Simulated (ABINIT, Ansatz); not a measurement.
La2O3: the functional in 2 programs

```
La O
1.0
     3.93078    0.00000    0.00000
    -1.96539    3.40415    0.00000
     0.00000    0.00000    6.11195
La O
2 3
Cartesian
  0.0000 2.2694 1.5050
  1.9654 1.1347 4.6070
  0.0000 0.0000 0.0000
  0.0000 2.2694 3.9477
  1.9654 1.1347 2.1643
```

The cell is a database's computed one, not the measured one.

Kept alike: task band structure; k mesh 8 × 8 × 5; occupations fermi-dirac, width 0.05 eV; no spin polarisation. The mesh is that of the run's cell of 5 atoms. No spin-orbit coupling.

- A: ABINIT; JTH PAW LDA v2.0 (LDA); JTH PAW PBE v2.0 (PBE, PBEsol), cutoff 626 eV
- B: Ansatz, all-electron LAPW, scalar-relativistic

| functional | A: pressure (GPa) | B: pressure (GPa) |
| --- | --- | --- |
| LDA | -5.47 | -6.27 |
| PBE | 2.74 | 1.92 |
| PBEsol | -2.11 | -2.98 |

Pressure is positive in compression; plane-wave values hold the error of the finite cutoff. Values on potentials made for another functional: A at PBEsol.

Task: How large is the effect of the functional, and do the programs agree on it?

Result: From LDA to PBE the pressure moves by +8.21 in A, +8.19 in B (GPa). Row by row the programs differ by 0.80 to 0.87, and over this span the shifts, as printed, agree within 1 %. Shifts from LDA: PBE +8.21, +8.19; PBEsol +3.36, +3.29; the programs' shifts differ by up to 0.07.
